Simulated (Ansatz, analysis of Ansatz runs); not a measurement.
# Charge-transition level of the Fe on the Ga site in GaP (PBEsol), part 2 of 2

Aim: the charge-transition level of the Fe on the Ga site in GaP, to be set beside the measurement. Set-up: PBEsol, 64-site cell, PBEsol lattice, 420 eV, k: the single point 1/4 1/4 1/4 then 2x2x2 shifted 0.5 0.5 0.5. The model is a cell of 64 host atoms with 1 Ga taken out and 1 Fe put in. The level is the Fermi energy at which two charge states have equal formation energy, after a correction for the images of the charge. A local or semilocal functional is the cheapest first rung.

Ansatz 0.2.0; PBEsol, 64-site cell, PBEsol lattice, 420 eV, k: the single point 1/4 1/4 1/4 then 2x2x2 shifted 0.5 0.5 0.5.

So far: The starting structure; Relaxation, charge 0.

### 3. Relaxation, charge −1

Level of this step: plane-wave PAW DFT, PBEsol; relaxation of all atoms of a defect supercell (Ansatz).

The input displaces the atoms at random before the relaxation, so that it can leave a symmetric saddle if there is one.

relax1/input.yaml reads:

```yaml
relax:
  f_tol: 0.02
  max_steps: 80
  random_displacement: { amplitude: 0.05, seed: 414 }
crystal:
  lattice:
    - [10.87693885, 0.0, 0.0]
    - [0.0, 0.0, -10.87693885]
    - [0.0, 10.87693885, 0.0]
  atoms:
    - { symbol: Ga, position: [0.0, 0.0, 0.0] }
    - { symbol: Ga, position: [0.0, 0.25, 0.25] }
[... 13 atom lines left out ...]
    - { symbol: P, position: [0.375, 0.375, 0.625] }
[... 6 atom lines left out ...]
    - { symbol: P, position: [0.375, 0.625, 0.375] }
[... 3 atom lines left out ...]
    - { symbol: Ga, position: [0.25, 0.5, 0.75] }
    - { symbol: Ga, position: [0.25, 0.75, 0.5] }
[... 9 atom lines left out ...]
    - { symbol: P, position: [0.625, 0.375, 0.375] }
[... 3 atom lines left out ...]
    - { symbol: Ga, position: [0.5, 0.25, 0.75] }
[... 1 atom line left out ...]
    - { symbol: Ga, position: [0.75, 0.25, 0.5] }
[... 12 atom lines left out ...]
    - { symbol: Fe, position: [0.5, 0.5, 0.5], spin: 4.0 }
    - { symbol: Ga, position: [0.5, 0.75, 0.75] }
    - { symbol: Ga, position: [0.75, 0.5, 0.75] }
    - { symbol: Ga, position: [0.75, 0.75, 0.5] }
    - { symbol: P, position: [0.625, 0.625, 0.625] }
[... 2 atom lines left out ...]
    - { symbol: P, position: [0.875, 0.875, 0.625] }
  host:
    repeats: [2, 2, 2]
    atoms:
      - { symbol: Ga, position: [0.0, 0.0, 0.0] }
      - { symbol: Ga, position: [0.0, 0.5, 0.5] }
      # ... 6 more atoms of the perfect host
total_charge: -1
basis:
  ecutwfc: 420
  xc_grid: 2
hamiltonian:
  xc: pbesol
kpoints:
  mp_grid: { grid: [1, 1, 1], shift: [0.25, 0.25, 0.25] }
magnetization:
  spin_polarized: true
  initial_magnetization: 4
  spin_locking: { lock_magnetization: hard }
scf:
  occupations: { method: fermi_dirac, width: 0.01 }
  max_iter: 120
output:
  forces: true
  charged_corrections:
    epsilon: 10.63
    static_epsilon: 12.63
    defect_position: [0.5, 0.5, 0.5]
checkpoint:
  write: "../relax1.run"
  compress: false
  write_wavefunctions: true
  write_every: 100000
```

Launch:

```sh
$ ansatz run input.yaml --threads 4 --pin off --max-ram 7536MiB --backend cpu --events-out ev --progress --plain --runs-dir out
```

Numbers of over 12 decimals in the logs are rounded to 6 here.

The log of the run:

```text
[...]
Crystal: 64 atoms, lattice volume = 1286.827 Å³
Basis set: ecut = 420 eV, 25269 PW (Γ), exchange–correlation on 150×150×150 points (8 copies of the dense FFT grid, shifted against one another)
Bands: 356, of which v1, the nominal top of the filled ones, is band 290 counted from 1 (289 counted from 0)
Symmetry: 1 space group operations
k-points: 1
[...]
Starting moments: Σ|m| = 4 μB on 1 of 64 sites
[...]
SCF iter   1: F=—  HF=-144193.691188 eV  |F-HF|=—  |Δ(HF+E_count)|=         —  Δρ=2.31e-2 (↑2.31e-2 ↓2.26e-2)  dr2=3.15e1  dr2_m=1.26e-1  M=4.000 μB ∫|m|=4.113 μB  β_m=0.30  ethr=3.10e-3  ⟨swp⟩=8.0  Hψ=2893  notcnv=0
[...]
spin=Collinear: Kerker preconditioning applied to the charge; magnetization (m = ρ↑ − ρ↓) channel mixes plain (no charge-response kernel on spin).
[...]
F+E_penalty+E_count = -144186.04677749 eV   max|allowed force component| = 9.909e-3 eV/Å
  atoms:
    - { symbol: Ga, position: [0.000400, 9.576747742458894e-5, 0.000177] }
    - { symbol: Ga, position: [0.000885, 0.250758, 0.250768] }
[...]
- { symbol: Ga, position: [0.253008, 0.252715, 0.502311] }
[...]
- { symbol: P, position: [0.380300, 0.379982, 0.621786] }
[...]
- { symbol: Ga, position: [0.251913, 0.503013, 0.251602] }
[...]
- { symbol: P, position: [0.378839, 0.621206, 0.379162] }
[...]
- { symbol: Ga, position: [0.251837, 0.748315, 0.498942] }
[...]
- { symbol: P, position: [0.621688, 0.378491, 0.378966] }
    [... 3 atoms left out ...]
    - { symbol: Ga, position: [0.498163, 0.251731, 0.748634] }
    [... 1 atom left out ...]
    - { symbol: Ga, position: [0.748676, 0.251567, 0.498902] }
    [... 12 atoms left out ...]
    - { symbol: Fe, position: [0.499640, 0.499037, 0.497866] }
    [... 3 atoms left out ...]
    - { symbol: P, position: [0.619413, 0.619237, 0.619642] }
    [... 3 atoms left out ...]
[key lines of the parts left out:]
SCF converged after 11 iterations
Magnetization: 4.0000 μB (292.0000 up, 288.0000 down)
Free energy (F): -144186.046777 eV
Fermi energy:    7.598470 (↑ 8.065779, ↓ 7.598470) eV
```

Elapsed: 12 min, on 4 threads of Arm Neoverse V1, shared host; peak memory 5.3 GiB.

Step by step:

| step | energy less that of the first step (eV) | largest force component (eV/Å) |
| --- | --- | --- |
| 1 | 0.0000 | 0.9356 |
| 2 | -1.0042 | 0.3445 |
| 3 | -1.1326 | 0.0531 |
| 4 | -1.1340 | 0.0099 |

The atoms that moved most (Å, from the sites as typed, ahead of the random displacement, the mean shift of all atoms taken out):

| atom | dx | dy | dz | length |
| --- | --- | --- | --- | --- |
| P61 | -0.064 | -0.058 | 0.063 | 0.106 |
| P16 | 0.055 | -0.035 | -0.054 | 0.085 |
| P23 | 0.039 | 0.045 | 0.041 | 0.073 |
| P38 | -0.039 | 0.043 | -0.038 | 0.070 |
| Ga12 | 0.030 | 0.025 | -0.030 | 0.049 |
| Ga59 | -0.027 | -0.025 | -0.025 | 0.045 |
| Ga58 | 0.025 | -0.024 | 0.026 | 0.043 |
| Ga60 | -0.027 | 0.018 | 0.027 | 0.042 |

Neighbours of Fe57 at the end:

| atom | distance (Å) |
| --- | --- |
| P38 | 2.270 |
| P23 | 2.271 |
| P61 | 2.272 |
| P16 | 2.276 |
| Ga12 | 3.792 |
| Ga34 | 3.797 |
| Ga19 | 3.800 |
| Ga51 | 3.810 |
| Ga50 | 3.810 |
| Ga44 | 3.819 |
| Ga60 | 3.820 |
| Ga28 | 3.823 |
| Ga59 | 3.830 |
| Ga42 | 3.831 |
| Ga27 | 3.833 |
| Ga58 | 3.834 |

This step gave:

```yaml
free_energy: -144186.0468 eV
smearing_term_ts: 0.003669 eV
total_moment: 4 μB
integral_of_the_absolute_spin_density: 4.102 μB
spin_contamination: 0.05579
```

The relaxation ends 18 meV an atom lower than the displaced start, with a largest force component of 0.0099 eV/Å.

### 4. Single point, charge 0

The relaxed structure is kept, and the final numbers are taken at the final level and k-points.

This step: plane-wave PAW DFT, PBEsol; single point of a defect supercell.

point0/input.yaml reads:

```yaml
crystal:
  lattice:
    - [10.87693885, 0.0, 0.0]
    - [0.0, 0.0, -10.87693885]
    - [0.0, 10.87693885, 0.0]
  atoms:
    - { symbol: Ga, position: [0.000409857, 0.000134261, 8.8115e-05] }
    - { symbol: Ga, position: [0.000958036, 0.250438729, 0.250446815] }
[... 9 atom lines left out ...]
    - { symbol: Ga, position: [0.251279323, 0.251014921, 0.501347715] }
[... 3 atom lines left out ...]
    - { symbol: P, position: [0.378292077, 0.37799246, 0.623171916] }
[... 2 atom lines left out ...]
    - { symbol: Ga, position: [0.251225809, 0.5013359, 0.25093931] }
[... 3 atom lines left out ...]
    - { symbol: P, position: [0.378216452, 0.623184895, 0.377973438] }
[... 3 atom lines left out ...]
    - { symbol: Ga, position: [0.250927339, 0.499926873, 0.749624293] }
[... 6 atom lines left out ...]
    - { symbol: Ga, position: [0.501620485, 0.251021059, 0.250975384] }
[... 3 atom lines left out ...]
    - { symbol: P, position: [0.623466221, 0.377988143, 0.377978813] }
[... 18 atom lines left out ...]
    - { symbol: Fe, position: [0.498414568, 0.498219962, 0.498097536], spin: 5.0 }
    - { symbol: Ga, position: [0.500997907, 0.748684889, 0.748633747] }
    - { symbol: Ga, position: [0.748891809, 0.50069533, 0.748596077] }
    - { symbol: Ga, position: [0.748914551, 0.7486049, 0.500746605] }
    - { symbol: P, position: [0.619338557, 0.619100441, 0.619110399] }
[... 2 atom lines left out ...]
    - { symbol: P, position: [0.874452728, 0.874216276, 0.624764537] }
  host:
    repeats: [2, 2, 2]
    atoms:
      - { symbol: Ga, position: [0.0, 0.0, 0.0] }
      - { symbol: Ga, position: [0.0, 0.5, 0.5] }
      # ... 6 more atoms of the perfect host
basis:
  ecutwfc: 420
  xc_grid: 2
hamiltonian:
  xc: pbesol
kpoints:
  mp_grid: { grid: [2, 2, 2], shift: [0.5, 0.5, 0.5] }
magnetization:
  spin_polarized: true
  initial_magnetization: 5
  spin_locking: { lock_magnetization: hard }
scf:
  occupations: { method: fermi_dirac, width: 0.01 }
  max_iter: 120
output:
  forces: true
  charged_corrections:
    epsilon: 10.63
    static_epsilon: 12.63
    defect_position: [0.5, 0.5, 0.5]
  eigenvalues: true
checkpoint:
  read: "../relax0.run"
  write: "../point0.run"
  compress: false
  write_wavefunctions: true
  write_every: 100000
```

The log of the run:

```text
[...]
Crystal: 64 atoms, lattice volume = 1286.827 Å³
Basis set: ecut = 420 eV, 25269 PW (Γ), exchange–correlation on 150×150×150 points (8 copies of the dense FFT grid, shifted against one another)
Bands: 356, of which v1, the nominal top of the filled ones, is band 290 counted from 1 (289 counted from 0)
Symmetry: 1 space group operations
[...]
k-points: 4 of 8 (time reversal used)
[...]
Stability of the state it starts from, as read at its close in the collinear treatment: not read negative (Ritz values of 1 − χ₀K, real part plus size of imaginary part, from 0.84 to 1.0, by its mixing steps under no symmetry); [...]
Starting moments: Σ|m| = 5 μB on 1 of 64 sites; this step starts from the density that it was given
[...]
iter 1 solved again at ethr=8.36e-6 eV; its pass at ethr=3.10e-3 eV (dr2=4.84e-2 eV) is discarded
[...]
--- Forces (eV/Å), atoms counted from 1 ---
  atom   1  Ga    -0.01489048    -0.01395027     0.01590068
  atom   2  Ga    -0.02215944    -0.01977722     0.02086714
  [... 9 atoms left out ...]
  atom  12  Ga    -0.01169298    -0.02891203     0.01049299
  [... 3 atoms left out ...]
  atom  16  P      0.01896905    -0.07874187    -0.01964279
  [... 2 atoms left out ...]
  atom  19  Ga    -0.00889259    -0.00691927     0.02870263
  [... 3 atoms left out ...]
  atom  23  P      0.01871463     0.01616420     0.07530670
  [... 14 atoms left out ...]
  atom  38  P     -0.07732904     0.02115069    -0.01829121
  [... 18 atoms left out ...]
  atom  57  Fe    -0.02409225    -0.02282737     0.03014134
  atom  58  Ga    -0.01930154    -0.03928277     0.04350652
  atom  59  Ga    -0.03883789    -0.03912462     0.01633224
  atom  60  Ga    -0.04113749    -0.02028647     0.03947349
  atom  61  P      0.13560271     0.13319344    -0.13561055
  [... 3 atoms left out ...]
  max |Σ_I F_I| component: 2.78e-5 eV/Å
--- Band table (eV; the first three rows and the last of 8) ---
[...]
[... further k-points left out ...]
[key lines of the parts left out:]
SCF converged after 9 iterations
Magnetization: 5.0000 μB (292.0000 up, 287.0000 down)
Free energy (F): -144193.430456 eV
Fermi energy:    7.174899 (↑ 7.968453, ↓ 6.989294) eV
```

Wall time 5.9 min (4 threads); peak memory 5.7 GiB; 23 min of CPU time.

Numbers from this step:

* free energy: -144193.4305 eV
* total moment: 5 μB
* integral of the absolute spin density: 5.019 μB
* spin contamination: 0.03021

### 5. Single point, charge −1

This step: plane-wave PAW DFT, PBEsol; single point of a defect supercell.

point1/input.yaml reads:

```yaml
crystal:
  lattice:
    - [10.87693885, 0.0, 0.0]
    - [0.0, 0.0, -10.87693885]
    - [0.0, 10.87693885, 0.0]
  atoms:
    - { symbol: Ga, position: [0.000399605, 9.5767e-05, 0.000176974] }
    - { symbol: Ga, position: [0.000884844, 0.250758244, 0.250767979] }
[... 9 atom lines left out ...]
    - { symbol: Ga, position: [0.253007991, 0.252715219, 0.502310724] }
[... 3 atom lines left out ...]
    - { symbol: P, position: [0.380300295, 0.379982253, 0.621786084] }
[... 2 atom lines left out ...]
    - { symbol: Ga, position: [0.251912532, 0.503013471, 0.251601954] }
[... 3 atom lines left out ...]
    - { symbol: P, position: [0.3788392, 0.621205823, 0.379161688] }
[... 4 atom lines left out ...]
    - { symbol: Ga, position: [0.251836961, 0.748314613, 0.498941787] }
[... 9 atom lines left out ...]
    - { symbol: P, position: [0.621687584, 0.378491176, 0.378966367] }
[... 11 atom lines left out ...]
    - { symbol: Ga, position: [0.497882417, 0.748265569, 0.251731633] }
[... 6 atom lines left out ...]
    - { symbol: Fe, position: [0.499639605, 0.499037007, 0.497865817], spin: 4.0 }
    - { symbol: Ga, position: [0.502546155, 0.747596153, 0.74781731] }
    - { symbol: Ga, position: [0.747752475, 0.502304742, 0.747718252] }
    - { symbol: Ga, position: [0.747804892, 0.747503581, 0.501624037] }
    - { symbol: P, position: [0.619412617, 0.619236767, 0.619642456] }
[... 2 atom lines left out ...]
    - { symbol: P, position: [0.874437634, 0.874243173, 0.624364895] }
  host:
    repeats: [2, 2, 2]
    atoms:
      - { symbol: Ga, position: [0.0, 0.0, 0.0] }
      - { symbol: Ga, position: [0.0, 0.5, 0.5] }
      # ... 6 more atoms of the perfect host
total_charge: -1
basis:
  ecutwfc: 420
  xc_grid: 2
hamiltonian:
  xc: pbesol
kpoints:
  mp_grid: { grid: [2, 2, 2], shift: [0.5, 0.5, 0.5] }
magnetization:
  spin_polarized: true
  initial_magnetization: 4
  spin_locking: { lock_magnetization: hard }
scf:
  occupations: { method: fermi_dirac, width: 0.01 }
  max_iter: 120
output:
  forces: true
  charged_corrections:
    epsilon: 10.63
    static_epsilon: 12.63
    defect_position: [0.5, 0.5, 0.5]
  eigenvalues: true
checkpoint:
  read: "../relax1.run"
  write: "../point1.run"
  compress: false
  write_wavefunctions: true
  write_every: 100000
```

The log of the run:

```text
[...]
Crystal: 64 atoms, lattice volume = 1286.827 Å³
Basis set: ecut = 420 eV, 25269 PW (Γ), exchange–correlation on 150×150×150 points (8 copies of the dense FFT grid, shifted against one another)
Bands: 356, of which v1, the nominal top of the filled ones, is band 290 counted from 1 (289 counted from 0)
Symmetry: 1 space group operations
[...]
k-points: 4 of 8 (time reversal used)
[...]
SCF iter  13: F=-144186.046915 eV  HF=-144186.046915 eV  |F-HF|=8.15e-10  |Δ(HF+E_count)|=   7.80e-9  Δρ=4.10e-7 (↑2.23e-7 ↓4.10e-7)  dr2=2.53e-9  dr2_m=3.91e-10  M=4.000 μB ∫|m|=4.058 μB  ethr=1.72e-11  ⟨swp⟩=7.5  Hψ=9747  notcnv=0
SCF 1 converged in 13 iterations: F = -144186.046915 eV  dr2 = 2.53e-9
[...]
SCF converged after 13 iterations
[...]
Magnetization: 4.0000 μB (292.0000 up, 288.0000 down)
[...]
[... 6 atoms left out ...]
  atom  23  P      0.04565020    -0.00989707     0.01227661
  [... 4 atoms left out ...]
  atom  28  Ga    -0.01167134    -0.02572463    -0.00429270
  [... 9 atoms left out ...]
  atom  38  P     -0.01124043    -0.01293935    -0.04505858
  [... 18 atoms left out ...]
  atom  57  Fe    -0.00867898     0.05684419    -0.00671884
  atom  58  Ga    -0.02128544    -0.01462366     0.01503566
  atom  59  Ga    -0.00983763    -0.01235140     0.01764560
  atom  60  Ga    -0.02649989    -0.01799694     0.02381828
  atom  61  P      0.04801868     0.01378396    -0.04654420
  [... 3 atoms left out ...]
  max |Σ_I F_I| component: 2.19e-5 eV/Å
--- Charged-cell corrections in eV (Makov–Payne, q = -1.000 e, ε = 10.630 of the electrons, 12.630 with the ions) ---
[...]
E_corr1          = +0.176680  (monopole, q²α_M/2εL)
  F Makov-Payne    = n/a  (the rows are of the electrons' constant alone; ansatz place-levels tells what screens the charge)
[...]
--- Band table (eV; the first three rows and the last of 8) ---
[...]
[... further k-points left out ...]
[key lines of the parts left out:]
Free energy (F): -144186.046915 eV
Fermi energy:    7.592823 (↑ 8.066040, ↓ 7.592823) eV
```

Wall time 8 min (4 threads); peak memory 5.7 GiB.

This step gave:

```yaml
free_energy: -144186.0469 eV
smearing_term_ts: 0.004829 eV
total_moment: 4 μB
integral_of_the_absolute_spin_density: 4.059 μB
spin_contamination: 0.05631
```

### 6. Charge-transition levels

A charged cell feels its images and has its own zero of potential; this step corrects both and places the level between the host's band edges.

This step: place-levels on PBEsol runs: charge-transition levels with image-charge correction and potential alignment at the atomic sites.

levels.yaml reads:

```yaml
host:
  run: host.point.run
  levels_from: { run: edges.run }
states: [point0.run, point1.run]
geometry_from:
  point0.run: relax0.run
  point1.run: relax1.run
  host.point.run: host.relax.run
```

Launch:

```sh
$ ansatz place-levels levels.yaml -- --threads 4 --pin off --max-ram 7536MiB
```

The log of the run:

```text
(0/-1) 0.440 eV above the valence edge, 1.011 eV under the conduction edge
  edges by pbesol of host.levels_from (edges.run), its mesh sampled to repeats of 26.92 Å (the valence edge +0.238 eV and the conduction edge -0.279 eV from those of the host's own run), gap 1.451 eV; the host is sampled to repeats of 30.76 Å
  the defect's cells are sampled to repeats of 30.76 Å, like sampling
  charge 0: +0.000 eV for its dipole among its images, +0.000 omitted
  charge -1: -144185.9095 eV with its correction of +0.137 eV, at epsilon 12.63, aligned at sites: +0.0112 eV, mean over 35 atomic sites at or beyond 5.44 Å from the defect at [0.5000, 0.5000, 0.5000], with +0.000000 for the charge's moments and without [...]
  states[1] (point1.run): levels filled in part (TS 0.005 eV): its energy is of no whole electron's
  of states[1] (point1.run): how wide its charge is, is not read beside other atoms or cores, and a band state would take no correction. [...]
```

It took 0.21 s on 4 threads.

Read from the output:

* gap: 1.451 eV

### 7. What came out

```
static dielectric constant used         : 12.6
band gap of the host                    : 1.45 eV
(0/-1) level above the valence-band top : 0.44 eV
time of the whole chain                 : 35 min on 4 threads
```

**Reading.** (0/-1) level above the valence-band top: computed 0.44 eV, measured 0.86 eV and 0.82 eV; 0.38 eV below the nearest measurement. The level is counted in a gap of 1.45 eV, and the correction is screened by a dielectric constant of 12.6 from a linear-response run on the host (PBEsol). Levels hang on the band edges, which semilocal functionals place too close together. The total moment is locked at the high-spin value, which doesn't force the spin onto the d shell; spin-orbit coupling, which lowers the gap of these hosts' heavier members, is left out. Limits: the total moment of each charge state is locked at an assumed value.

[Logs are printed without paths, hosts, clocks, repeated set-up lines and the standing remarks that a program may print on its own settings, such as how far it seeks lower states.]

[Hosts, paths, dates, database ids (printed as entryN), source tags and the programs' standing remarks are cut or masked in the printed files.]

[For some hosts the program warned that the k-mesh of the response run may be too coarse for force constants and the static dielectric constant; such warnings are not shown here.]
